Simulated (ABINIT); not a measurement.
# Rh (Fm-3m) in ABINIT: notebook

The runs below take Rh through band structure, with PBE.

All numbers are computed with ABINIT 10.8.3 (patched build); they aren't measurements. Logs are shortened: lines on timing, memory, paths and dates and some standing lists are left out, and cuts for length are marked. The log counts tension as positive stress, the text compression.

## (1) Starting point

The structure is cubic, space group Fm-3m (No. 225). The conventional cell has a = 3.796 Å, b = 3.796 Å, c = 3.796 Å, α = 90.00°, β = 90.00°, γ = 90.00°. Rh (site symmetry m-3m) is surrounded by 12 Rh at 2.68 Å.

## (2) Band structure, PBE

The input, run.abi:

```
# Datasets: ground state, then fixed potential
ndtset 2

# Pseudopotentials
pp_dirpath "./"
pseudos "Rh.GGA_PBE-JTH.xml"

# Structure
acell 2.6839652093 2.6839652093 2.6839652093 Angstrom
rprim
     0.0000000000     0.7071067812     0.7071067812
     0.7071067812     0.0000000000     0.7071067812
     0.7071067812     0.7071067812     0.0000000000
ntypat 1
znucl 45
natom 1
typat 1
xred
     0.0000000000     0.0000000000     0.0000000000

# Plane-wave basis
ecut 16.0
pawecutdg 32.0
pawxcdev 0

# Exchange and correlation
ixc 11

# Bands and occupations
occopt 3
tsmear 0.05 eV

# SCF cycle
nstep 100

# Output
iomode 3
prtwf 0
prteig 0
prtebands 0
enunit 1
prtden1 1

# Dataset 1
kptopt1 1
ngkpt1 12 12 12
nshiftk1 1
shiftk1 0.0 0.0 0.0
nband1 13
tolvrs1 1.0e-9

# Dataset 2: bands along G-X-W-K-G-L-U-W-L-K
iscf2 -2
getden2 1
nband2 19
nbdbuf2 4
tolwfr2 1.0e-11
kptopt2 -9
ndivsm2 5
prteig2 1
prtvol2 -3
kptbounds2
     0.0000000000     0.0000000000     0.0000000000
     0.5000000000     0.0000000000     0.5000000000
     0.5000000000     0.2500000000     0.7500000000
     0.3750000000     0.3750000000     0.7500000000
     0.0000000000     0.0000000000     0.0000000000
     0.5000000000     0.5000000000     0.5000000000
     0.6250000000     0.2500000000     0.6250000000
     0.5000000000     0.2500000000     0.7500000000
     0.5000000000     0.5000000000     0.5000000000
     0.3750000000     0.3750000000     0.7500000000
```

Potentials or basis: JTH PAW PBE v2.0.

The run is started by

```bash
$ abinit run.abi > log 2>&1
```

run.abo:

```text
.Version 10.8.3 of ABINIT
 DATASET    1 : space group Fm -3 m (#225); Bravais cF (face-center cubic)
================================================================================
 Values of the parameters that define the memory need for DATASET  1.
     intxc =       0    ionmov =       0      iscf =      17    lmnmax =      18
     lnmax =       6     mgfft =      20  mpssoang =       3    mqgrid =    3001
     natom =       1  nloc_mem =       2    nspden =       1   nspinor =       1
    nsppol =       1      nsym =      48    n1xccc =       1    ntypat =       1
    occopt =       3   xclevel =       2
       mpw =         295          nfft =        8000          nkpt =          72
 PAW method is used; the additional fine FFT grid is defined by:
   mgfftf=        27    nfftf =     19683
================================================================================
================================================================================

 DATASET    2 : space group Fm -3 m (#225); Bravais cF (face-center cubic)
================================================================================
 Values of the parameters that define the memory need for DATASET  2.
     intxc =       0    ionmov =       0      iscf =      -2    lmnmax =      18
     lnmax =       6     mgfft =      20  mpssoang =       3    mqgrid =    3001
     natom =       1  nloc_mem =       2    nspden =       1   nspinor =       1
    nsppol =       1      nsym =      48    n1xccc =       1    ntypat =       1
    occopt =       3   xclevel =       2
       mpw =         295          nfft =        8000          nkpt =          87
 PAW method is used; the additional fine FFT grid is defined by:
   mgfftf=        27    nfftf =     19683
================================================================================
================================================================================

--------------------------------------------------------------------------------
------------- Echo of variables that govern the present computation ------------
--------------------------------------------------------------------------------
 -outvars: echo values of preprocessed input variables --------
            acell      5.0719591770E+00  5.0719591770E+00  5.0719591770E+00 Bohr
              amu      1.02905500E+02
             ecut      1.60000000E+01 Hartree
           enunit           1
           getden1          0
           getden2          1
             iscf1         17
             iscf2         -2
              ixc          11
           jdtset        1    2
           kptopt1          1
           kptopt2         -9
         kptrlatt       12    0    0      0   12    0      0    0   12
          kptrlen1     6.08635101E+01
          kptrlen2     3.00000000E+01
            natom           1
            nband1         13
            nband2         19
           nbdbuf1          0
           nbdbuf2          4
           ndtset           2
           ndivsm1          0
           ndivsm2          5
            ngfft          20      20      20
          ngfftdg          27      27      27
             nkpt1         72
             nkpt2         87
            nstep         100
             nsym          48
           ntypat           1
           occopt           3
        pawecutdg      3.20000000E+01 Hartree
         pawxcdev           0
        prtebands           0
           prteig1          0
           prteig2          1
           prtvol1          0
           prtvol2         -3
            prtwf           0
            rprim      0.0000000000E+00  7.0710678120E-01  7.0710678120E-01
                       7.0710678120E-01  0.0000000000E+00  7.0710678120E-01
                       7.0710678120E-01  7.0710678120E-01  0.0000000000E+00
           shiftk1     0.00000000E+00  0.00000000E+00  0.00000000E+00
           shiftk2     5.00000000E-01  5.00000000E-01  5.00000000E-01
          spgroup         225
           tolvrs1     1.00000000E-09
           tolvrs2     0.00000000E+00
           tolwfr1     0.00000000E+00
           tolwfr2     1.00000000E-11
           tsmear      1.83746611E-03 Hartree
            typat      1
           useylm           1
            znucl       45.00000

[... 207 lines left out ...]
 R(2)=  3.5864167  0.0000000  3.5864167  G(2)=  0.1394149 -0.1394149  0.1394149
 R(3)=  3.5864167  3.5864167  0.0000000  G(3)=  0.1394149  0.1394149 -0.1394149
 Unit cell volume ucvol=  9.2259745E+01 bohr^3
 Angles (23,13,12)=  6.00000000E+01  6.00000000E+01  6.00000000E+01 degrees

 Coarse grid specifications (used for wave-functions):

 getcut: wavevector=  0.0000  0.0000  0.0000  ngfft=  20  20  20
         ecut(hartree)=     16.000   => boxcut(ratio)=   2.18992

 Fine grid specifications (used for densities):

 getcut: wavevector=  0.0000  0.0000  0.0000  ngfft=  27  27  27
         ecut(hartree)=     32.000   => boxcut(ratio)=   2.01604
--------------------------------------------------------------------------------

================================================================================
 Non-SCF case, kpt    1 (  0.00000  0.00000  0.00000), residuals and eigenvalues=
  5.27E-12  9.98E-12  5.37E-12  3.85E-12  2.16E-12  3.47E-12  4.67E-12  8.48E-12
  5.64E-12  9.78E-12  8.83E-12  7.74E-12  3.78E-12  8.32E-12  7.58E-12  9.85E-12
  2.14E-11  1.75E-10  2.57E-09
 -2.2935E+00 -1.0978E+00 -1.0978E+00 -1.0978E+00  3.1265E-01  4.9274E-01
  4.9274E-01  4.9274E-01  5.7012E-01  5.7012E-01  1.1916E+00  1.3919E+00
  1.3919E+00  1.3919E+00  1.6047E+00  1.7922E+00  1.7922E+00  1.7922E+00
  2.0211E+00
 Non-SCF case, kpt    2 (  0.03571  0.00000  0.03571), residuals and eigenvalues=
  7.42E-12  9.75E-12  7.51E-12  2.96E-12  7.59E-12  5.75E-12  5.74E-12  6.61E-12
  4.20E-12  3.57E-12  3.01E-12  9.04E-12  6.44E-12  3.10E-12  2.03E-12  3.72E-12
[... 671 lines left out ...]
  2.03E-12  3.00E-12  2.39E-12  4.66E-12  5.93E-12  7.78E-12  8.17E-12  1.24E-11
  4.41E-12  4.24E-05  3.23E-05
 -2.2881E+00 -1.1187E+00 -1.1141E+00 -1.1053E+00  4.0839E-01  4.3920E-01
  5.1820E-01  5.7143E-01  6.1774E-01  8.9395E-01  9.1802E-01  1.0634E+00
  1.2390E+00  1.3684E+00  1.6783E+00  1.7069E+00  1.7388E+00  2.0243E+00
  2.0994E+00
 Non-SCF case, kpt   87 (  0.37500  0.37500  0.75000), residuals and eigenvalues=
  9.38E-12  4.63E-12  5.80E-12  7.58E-12  3.54E-12  1.71E-12  4.39E-12  8.29E-12
  5.94E-12  5.25E-12  7.48E-12  1.68E-12  4.52E-12  1.87E-12  5.87E-12  9.35E-12
  6.30E-12  6.67E-06  6.08E-05
 -2.2880E+00 -1.1192E+00 -1.1138E+00 -1.1058E+00  4.0260E-01  4.3037E-01
  5.3044E-01  5.8120E-01  6.2093E-01  8.9776E-01  9.2427E-01  1.0517E+00
  1.2141E+00  1.3841E+00  1.6840E+00  1.6909E+00  1.7435E+00  2.0246E+00
  2.0862E+00

--- !ResultsGS
iteration_state: {dtset: 2, }
comment   : Summary of ground state results
lattice_vectors:
- [  0.0000000,   3.5864167,   3.5864167, ]
- [  3.5864167,   0.0000000,   3.5864167, ]
- [  3.5864167,   3.5864167,   0.0000000, ]
lattice_lengths: [   5.07196,    5.07196,    5.07196, ]
lattice_angles: [ 60.000,  60.000,  60.000, ] # degrees, (23, 13, 12)
lattice_volume:   9.2259745E+01
convergence: {deltae:  0.000E+00, res2:  0.000E+00, residm:  9.991E-12, diffor:  0.000E+00, }
etotal    :  -1.11419629E+02
entropy   :   0.00000000E+00
fermie    :   6.07773236E-01
cartesian_stress_tensor: null
pressure_GPa: null
xred      :
- [  0.0000E+00,   0.0000E+00,   0.0000E+00, Rh]
cartesian_forces: null
force_length_stats: {min: null, max: null, mean: null, }
...

 Integrated electronic density in atomic spheres:
 ------------------------------------------------
 Atom  Sphere_radius  Integrated_density
    1        2.21251         14.88484644

================================================================================

 ----iterations are completed or convergence reached----

 Mean square residual over all n,k,spin=   52.934E-13; max=  99.905E-13
 reduced coordinates (array xred) for    1 atoms
       0.000000000000      0.000000000000      0.000000000000

 cartesian coordinates (angstrom) at end:
    1      0.00000000000000     0.00000000000000     0.00000000000000
 length scales=  5.071959177042  5.071959177042  5.071959177042 bohr
              =  2.683965209300  2.683965209300  2.683965209300 angstroms
 Eigenvalues (   eV  ) for nkpt=  87  k points:
 kpt#   1, nband= 19, wtk=  1.00000, kpt=  0.0000  0.0000  0.0000 (reduced coord)
 -62.40961  -29.87324  -29.87324  -29.87324    8.50756   13.40803   13.40803   13.40803
  15.51383   15.51383   32.42485   37.87534   37.87534   37.87534   43.66612   48.76873
  48.76873   48.76873   54.99562
 kpt#   2, nband= 19, wtk=  1.00000, kpt=  0.0357  0.0000  0.0357 (reduced coord)
 -62.40770  -29.88265  -29.87672  -29.87672    8.57700   13.36115   13.44349   13.44349
  15.46386   15.53125   32.52787   37.63192   37.89160   37.89160   44.12800   48.33632
  48.33632   48.81126   54.12264
 kpt#   3, nband= 19, wtk=  1.00000, kpt=  0.0714  0.0000  0.0714 (reduced coord)
 -62.40204  -29.91032  -29.88698  -29.88698    8.78203   13.22521   13.54943   13.54943
  15.32009   15.58289   32.82832   37.08268   37.91911   37.91911   45.32552   47.35244
  47.35244   48.93973   52.34272
 kpt#   4, nband= 19, wtk=  1.00000, kpt=  0.1071  0.0000  0.1071 (reduced coord)
 -62.39294  -29.95460  -29.90348  -29.90348    9.11150   13.01317   13.72441   13.72441
  15.10073   15.66687   33.30911   36.48213   37.89397   37.89397   46.27588   46.27588
  46.96920   49.15854   50.30550
 kpt#   5, nband= 19, wtk=  1.00000, kpt=  0.1429  0.0000  0.1429 (reduced coord)
[... 317 lines left out ...]
  16.83804   22.66750   24.99833   30.97728   35.22686   36.11546   45.40845   45.50077
  49.66307   54.05985   55.58589
 kpt#  85, nband= 19, wtk=  1.00000, kpt=  0.4028  0.4028  0.6944 (reduced coord)
 -62.26547  -30.45852  -30.28542  -30.06195   11.27275   12.18104   13.83024   15.18153
  16.80134   23.54661   25.02693   29.84834   34.46462   36.70089   45.53120   45.88961
  48.44123   54.88266   56.08122
 kpt#  86, nband= 19, wtk=  1.00000, kpt=  0.3889  0.3889  0.7222 (reduced coord)
 -62.26152  -30.44170  -30.31753  -30.07765   11.11284   11.95115   14.10083   15.54940
  16.80959   24.32563   24.98057   28.93652   33.71442   37.23637   45.66849   46.44804
  47.31643   55.08481   57.12687
 kpt#  87, nband= 19, wtk=  1.00000, kpt=  0.3750  0.3750  0.7500 (reduced coord)
 -62.25919  -30.45599  -30.30777  -30.09067   10.95534   11.71087   14.43393   15.81521
  16.89626   24.42928   25.15055   28.61747   33.03652   37.66198   45.82488   46.01080
  47.44235   55.09301   56.76938

== END DATASET(S) ==============================================================
================================================================================

 -outvars: echo values of variables after computation  --------
            acell      5.0719591770E+00  5.0719591770E+00  5.0719591770E+00 Bohr
           etotal1    -1.1141962936E+02
            fcart1    -0.0000000000E+00 -0.0000000000E+00 -0.0000000000E+00
            rprim      0.0000000000E+00  7.0710678120E-01  7.0710678120E-01
                       7.0710678120E-01  0.0000000000E+00  7.0710678120E-01
                       7.0710678120E-01  7.0710678120E-01  0.0000000000E+00
           strten1    -2.3122774597E-04 -2.3122774597E-04 -2.3122774597E-04
                       0.0000000000E+00  0.0000000000E+00  0.0000000000E+00
 Calculation completed.
```

It took 18 s on 1 thread of Arm Neoverse V1, shared host; peak memory 0.09 GiB.

Results:

```yaml
Free_energy: -3031.8826 eV
Pressure: 6.8 GPa
Band_gap_on_the_k_mesh: none (metal or under the smearing width)
Valence_electrons_inside_the_program's_atomic_spheres: Rh 14.88 (radii [1.1708] Å)
```

Levels at the corners of the path, in eV from the Fermi level:
```csv
point,band 4,band 5,band 6,band 7,band 8,band 9,band 10,band 11,band 12,band 13
Γ,-46.41,-8.03,-3.13,-3.13,-3.13,-1.02,-1.02,15.89,21.34,21.34
X,-46.69,-6.40,-6.02,0.53,0.98,0.98,3.24,12.32,13.30,13.30
W,-46.69,-5.09,-3.86,-3.86,-1.24,0.98,9.65,9.65,11.27,12.70
K,-46.63,-5.58,-4.83,-2.10,-0.72,0.36,7.89,8.61,12.08,16.50
Γ,-46.41,-8.03,-3.13,-3.13,-3.13,-1.02,-1.02,15.89,21.34,21.34
L,-46.51,-6.19,-3.21,-3.21,0.56,0.56,0.70,8.68,15.41,21.21
U,-46.63,-5.58,-4.83,-2.10,-0.72,0.36,7.89,8.61,12.08,16.50
W,-46.69,-5.09,-3.86,-3.86,-1.24,0.98,9.65,9.65,11.27,12.70
L,-46.51,-6.19,-3.21,-3.21,0.56,0.56,0.70,8.68,15.41,21.21
K,-46.63,-5.58,-4.83,-2.10,-0.72,0.36,7.89,8.61,12.08,16.50
```

## (3) Band structure, PBE, spin-orbit coupling, no magnetisation

run.abi: that of step 2 with these lines changed.

```diff
@@ -32,2 +32,7 @@
 
+# Spin
+nspinor 2
+nspden 1
+pawspnorb 1
+
 # SCF cycle
@@ -44,3 +49,3 @@
 # Dataset 1
-kptopt1 1
+kptopt1 4
 ngkpt1 12 12 12
@@ -48,3 +53,3 @@
 shiftk1 0.0 0.0 0.0
-nband1 13
+nband1 26
 tolvrs1 1.0e-9
@@ -54,4 +59,4 @@
 getden2 1
-nband2 19
-nbdbuf2 4
+nband2 38
+nbdbuf2 8
 tolwfr2 1.0e-11
```

Potentials or basis: JTH PAW PBE v2.0.

The run is started by

```bash
$ abinit run.abi > log 2>&1
```

Wall time 82 s (1 thread of Arm Neoverse V1, shared host); peak memory 0.11 GiB.

The run converged. Its results:

```yaml
Free_energy: -3032.0913 eV
Pressure: 7.1 GPa
Band_gap_on_the_k_mesh: none (metal or under the smearing width)
Valence_electrons_inside_the_program's_atomic_spheres: Rh 14.89 (radii [1.1708] Å)
```

Levels at the corners of the path, in eV from the Fermi level:
```tsv
point	band 14	band 15	band 16	band 17	band 18	band 19
Γ	-3.24	-2.99	-2.99	-1.02	-1.02	-1.02
X	0.48	0.86	0.86	1.12	1.12	3.22
W	-3.86	-1.24	-1.24	0.98	0.98	9.38
K	-2.13	-0.73	-0.73	0.36	0.36	7.85
Γ	-3.24	-2.99	-2.99	-1.02	-1.02	-1.02
L	-3.09	0.46	0.46	0.64	0.64	0.69
U	-2.13	-0.73	-0.73	0.36	0.36	7.85
W	-3.86	-1.24	-1.24	0.98	0.98	9.38
L	-3.09	0.46	0.46	0.64	0.64	0.69
K	-2.13	-0.73	-0.73	0.36	0.36	7.85
```
